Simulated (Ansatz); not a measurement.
Input and output of a one-shot G0W0 calculation on ZnSe, h-MgO type (it has left that coordination) (the plane-wave code Ansatz, G0W0@LDA with 346 empty bands, a screening cutoff of 140 eV and a 6×6×2 mesh). Cell and atoms come from a relaxation with r2SCAN.

The input:
```yaml
crystal:
  lattice:
    - [4.1513888412, 0.0, 0.0]
    - [-2.0756944206, 3.5952081974, 0.0]
    - [0.0, 0.0, 6.1747441704]
  atoms:
    - { symbol: Zn, position: [0.3333333333, 0.6666666667, 0.25] }
    - { symbol: Zn, position: [0.6666666667, 0.3333333333, 0.75] }
    - { symbol: Se, position: [0.6666666667, 0.3333333333, 0.25] }
    - { symbol: Se, position: [0.3333333333, 0.6666666667, 0.75] }
kpoints:
  mp_grid: { grid: [6, 6, 2] }
hamiltonian:
  xc: lda
scf:
  occupations: { method: fixed }
gw:
  n_empty_bands: 346
  ecut_chi: 140
  qp_bands: [v2, c2]
  qp_kpoints: band_edges
  screening: { model: contour_deformation }
```

Run as `ansatz run input.yaml --threads 2 --pin off --max-ram 3686MiB --backend cpu --events-out ev --progress --plain --runs-dir out`. Wall time 7 min on 2 threads of Arm Neoverse V1, with other jobs on the host, load about 0.4 per core; peak host memory 0.86 GiB.

**Question.** What does the program print?

**Answer.** The output, standing remarks left out:
```
Functional definition: SPW92
Crystal: 4 atoms, lattice volume = 92.159 Å³
Basis set: ecut = 420 eV, 1767 PW (Γ)
Bands: 34, of which v1, the nominal top of the filled ones, is band 28 counted from 1 (27 counted from 0)
Symmetry: 24 space group operations
Space group: P63/mmc (ITA 194)
k-points: 14 of 72
SCF iter   1: HF=-17260.818753 eV  Δρ=5.26e-3  dr2=1.37e-2
SCF iter   2: HF=-17260.815369 eV  Δρ=2.34e-3  dr2=3.92e-3
SCF iter   3: HF=-17260.814827 eV  Δρ=1.65e-3  dr2=1.33e-3
SCF iter   4: HF=-17260.814457 eV  Δρ=2.67e-4  dr2=7.88e-5
SCF iter   5: HF=-17260.814467 eV  Δρ=1.02e-4  dr2=1.32e-5
SCF iter   6: HF=-17260.814472 eV  Δρ=2.06e-5  dr2=5.47e-7
SCF iter   7: HF=-17260.814472 eV  Δρ=4.67e-6  dr2=1.87e-8
SCF 1 converged in 7 iterations: F = -17260.814472 eV  dr2 = 1.87e-8
SCF converged after 7 iterations
Free energy (F): -17260.814472 eV
Fermi energy:    6.697918 eV
--- G₀W₀: contour deformation, 9 samples at zero and on the imaginary axis and 1 off it, 72 q-points, 346 empty bands' worth ---
    ik  band        ε_KS         Σx   Σc(E_QP)       V_xc       Z   E_QP_lin       E_QP  E_QP is
     0    27      5.9585   -21.7566     2.0921   -19.2079  0.7157     5.4565     5.5019  root
     0    28      6.6979   -17.8103     1.8349   -15.5585  0.7079     6.2474     6.2810  root
     0    29      6.8134    -9.9020    -3.8605   -14.2261  0.7359     7.3250     7.2770  root
     0    30      7.2589   -10.4080    -3.9174   -14.8129  0.7400     7.8044     7.7465  root
     1    27      5.5407   -21.6335     2.2954   -18.8526  0.7127     4.9990     5.0552  root
     1    28      5.5407   -21.6335     2.2954   -18.8526  0.7127     4.9990     5.0552  root
     1    29      8.0581    -9.9181    -4.0677   -14.4322  0.7319     8.5469     8.5045  root
     1    30      8.0581    -9.9181    -4.0677   -14.4322  0.7319     8.5469     8.5045  root
     2    27      5.6531   -20.9430     2.1066   -18.3793  0.7131     5.1505     5.1960  root
     2    28      6.5397   -17.9765     1.9154   -15.6319  0.7073     6.0732     6.1105  root
     2    29      8.1777   -10.3928    -3.9105   -14.7097  0.7305     8.6154     8.5840  root
     2    30      8.7959   -11.3116    -3.9104   -15.6441  0.7299     9.2536     9.2181  root
     3    27      5.2243   -19.3548     2.3547   -16.5285  0.7004     4.7028     4.7527  root
     3    28      5.2243   -19.3548     2.3547   -16.5285  0.7004     4.7028     4.7527  root
     3    29      9.0961    -9.8573    -4.3267   -14.6346  0.7261     9.5905     9.5466  root
     3    30      9.0961    -9.8573    -4.3267   -14.6346  0.7261     9.5905     9.5466  root
     4    27      5.0888   -19.5483     2.1583   -16.9317  0.7095     4.5839     4.6305  root
     4    28      5.9581   -18.0813     2.1379   -15.4876  0.7030     5.4566     5.5023  root
     4    29      8.4424    -8.4795    -4.0213   -12.8722  0.7356     8.8376     8.8137  root
     4    30      9.6607    -9.8991    -4.3415   -14.6928  0.7268    10.1580    10.1130  root
     5    27      5.4986   -18.9953     2.3377   -16.1920  0.7016     4.9838     5.0330  root
     5    28      5.4986   -18.9953     2.3377   -16.1920  0.7016     4.9838     5.0330  root
     5    29      9.3119    -8.3741    -4.2197   -12.9779  0.7335     9.7228     9.6959  root
     5    30      9.3119    -8.3741    -4.2197   -12.9779  0.7335     9.7228     9.6959  root
     6    27      4.8297   -18.8692     2.1688   -16.2438  0.7044     4.3288     4.3731  root
     6    28      5.3578   -18.0392     2.3578   -15.2081  0.6990     4.8318     4.8845  root
     6    29      8.2641    -8.3253    -3.9234   -12.5959  0.7390     8.6307     8.6113  root
     6    30      9.6927    -9.5943    -4.3225   -14.3580  0.7262    10.1740    10.1340  root
     7    27      5.7366   -19.2594     2.2940   -16.5020  0.7040     5.2242     5.2732  root
     7    28      5.7366   -19.2594     2.2940   -16.5020  0.7040     5.2242     5.2732  root
     7    29      9.2469    -8.7679    -4.0690   -13.1965  0.7350     9.6285     9.6065  root
     7    30      9.2469    -8.7679    -4.0690   -13.1965  0.7350     9.6285     9.6065  root
    11    27      5.8972   -19.5539     2.2859   -16.8008  0.7059     5.3792     5.4299  root
    11    28      5.8972   -19.5539     2.2859   -16.8008  0.7059     5.3792     5.4299  root
    11    29     10.1404    -7.4711    -4.2660   -12.0616  0.7319    10.4814    10.4650  root
    11    30     10.1404    -7.4711    -4.2660   -12.0616  0.7319    10.4814    10.4650  root
  […]
```
Only the leading digits can be foreseen; the rest is this run's record.

The points are ik 0 = (0, 0, 0) (Γ), ik 1 = (0, 0, -1/2), ik 2 = (0, 1/6, 0), ik 3 = (0, 1/6, -1/2), ik 4 = (0, 1/3, 0), ik 5 = (0, 1/3, -1/2), ik 6 = (0, -1/2, 0), ik 7 = (0, -1/2, -1/2), ik 11 = (1/6, 1/3, -1/2), ik 12 = (1/3, 1/3, 0), ik 13 = (1/3, 1/3, -1/2); band 28 is the last filled one.

G0W0 moves the gap on the mesh from 0.12 eV (LDA) to 1.00 eV (direct at Γ). Renormalisation factors Z lie between 0.69 and 0.74. G0W0 here is at a finite number of bands, screening cutoff and k mesh, not at the basis limit.

The calculation is spin-unpolarised, and the structure need not be a phase that has been made.

Spin-orbit coupling is left out.

For so narrow a gap this mesh doesn't settle the screening, and the bands and cutoff are finite.

With a shallow d shell on the cation, G0W0 converges slowly in bands and cutoff, so these values are in doubt.
